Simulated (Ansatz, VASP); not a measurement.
**One calculation of B, two programs**

```xyz
12
Lattice="2.4495 1.4142 4.1820 -2.4495 1.4142 4.1820 0.0000 -2.8284 4.1820" Properties=species:S:1:pos:R:3 pbc="T T T"
B    -1.5770    0.9105    2.8213
B     0.0000   -1.8210    2.8213
B     1.5770    0.9105    2.8213
B     1.5770   -0.9105    9.7249
B    -1.5770   -0.9105    9.7249
B     0.0000    1.8210    9.7249
B    -1.0033    0.5793    4.4860
B     0.0000   -1.1585    4.4860
B     1.0033    0.5793    4.4860
B     1.0033   -0.5793    8.0601
B    -1.0033   -0.5793    8.0601
B     0.0000    1.1585    8.0601
```

Alike in both runs: functional PBE; k mesh 9 × 9 × 9; occupations gaussian, width 0.02 eV; no spin polarisation.

Ansatz relaxed the structure, and its values are those at the end. VASP's run is a single point on that final structure, the one shown.

|  | VASP | Ansatz |
| --- | --- | --- |
| version | VASP 6.6.1 | Ansatz 0.2.0 |
| potentials or method | VASP PAW PBE potentials, release 64 (B) | scalar-relativistic, plane waves, PAW |
| plane-wave cutoff (eV) | 520 | 420 |
| valence electrons in the cell | 36 | 36 |

```csv
,VASP,Ansatz,Ansatz less VASP
gap on the k mesh at the Fermi level (eV),1.46,1.46,+0.002
least direct gap on the mesh (eV),1.84,1.84,+0.003
pressure (GPa),0.1,0.0,-0.08
rms of the force components (eV/Å),0.007,0.001,-0.0067
```

With one functional, cell and mesh, what is left measures potentials, basis and numerics.

Caveats: an odd mesh through Γ misses points on the zone boundary, where band edges often lie.
